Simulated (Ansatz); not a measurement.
TaC, space group Fm-3m: an equation of state with a fit, run with the Python package of Ansatz (0.2.0).

`tac_eos.py`:
```python
"""Equation of state of TaC."""

import ansatz as az
import numpy as np

VECTORS = np.array([
    [0.0, 2.223, 2.223],
    [2.223, 0.0, 2.223],
    [2.223, 2.223, 0.0],
])
SITES = [
    ("Ta", (0.0, 0.0, 0.0)),
    ("C", (0.5, 0.5, 0.5)),
]


def crystal_on(cell):
    crystal = az.Crystal(lattice=az.Lattice.of(cell))
    for symbol, position in SITES:
        crystal = crystal.atom(symbol, position)
    return crystal


def main() -> None:
    # scale the volume, keep shape and fractions
    volumes, energies = [], []
    for scale in np.linspace(0.88, 1.12, 7):
        cell = VECTORS * scale ** (1 / 3)
        model = (
            crystal_on(cell).calculation()
            .basis(510)
            .functional("pbe")
            .occupations("fermi_dirac", width=0.1)
            .pseudopotentials("paw")
            .kpoints(11, 11, 11)
        )
        report = model.run(threads=1, backend="cpu").report
        volumes.append(abs(np.linalg.det(cell)) / len(SITES))
        energies.append(report["free_energy_ev"] / len(SITES))
        print(f"V = {volumes[-1]:8.4f} A^3/atom  F = {energies[-1]:.5f} eV/atom")

    # third-order Birch-Murnaghan: a cubic in V^(-2/3)
    x = np.array(volumes) ** (-2 / 3)
    poly = np.polynomial.Polynomial.fit(x, energies, 3).convert()
    roots = poly.deriv().roots()
    x0 = min((r.real for r in roots if abs(r.imag) < 1e-9 and poly.deriv(2)(r.real) > 0), key=lambda r: abs(r - x.mean()))
    v0 = x0 ** -1.5
    b0 = 4 / 9 * poly.deriv(2)(x0) * v0 ** (-7 / 3) * 160.21766
    b1 = 4 + 2 / 3 * x0 * poly.deriv(3)(x0) / poly.deriv(2)(x0)
    print(f"V0 = {v0:.4f} A^3/atom, B0 = {b0:.1f} GPa, dB/dP = {b1:.2f}")


if __name__ == "__main__":
    main()
```

From its runs, with one value withheld:

| V (Å³/atom) | F less the lowest row shown (meV/atom) |
| --- | --- |
| 9.667 | 271.27 |
| 10.107 | 126.02 |
| 10.546 | 39.24 |
| 10.985 | 0.00 |
| 11.425 | ? |
| 11.864 | 30.57 |
| 12.304 | 87.37 |

What is the missing energy at 11.425 Å³ an atom?

A third-order Birch-Murnaghan fit, E = E0 + (9 V0 B0 / 16) [(t - 1)³ B' + (t - 1)² (6 - 4t)] with t = (V0/V)^(2/3), through the 6 rows shown gives V0 = 11.208 Å³, B0 = 323.4 GPa, B' = 4.18 and E0 = -4.60 meV. At V = 11.425 Å³, t = 0.98731, and the fit interpolates to -0.50 meV. The run gave -0.50 meV, a miss of 0.00 meV.

Notes:
- For a metal this k-point mesh is coarse: on a finer one energies can move by several to tens of meV an atom and pressures by half a GPa or more, differences at one mesh by less.
- Of the deposited cell: the entry's cell lengths or inner coordinates differ somewhat from later room-temperature determinations.
- Spin-orbit coupling, which matters for elements this heavy, is left out.
- The starting cell is as deposited in a crystallographic database; the results hold for this polymorph, which needn't be the stable one.
- The whole script took 5.5 s on 1 thread of Intel(R) Xeon(R) 6975P-C (Granite Rapids), with other jobs on the host, peak memory 0.38 GiB.
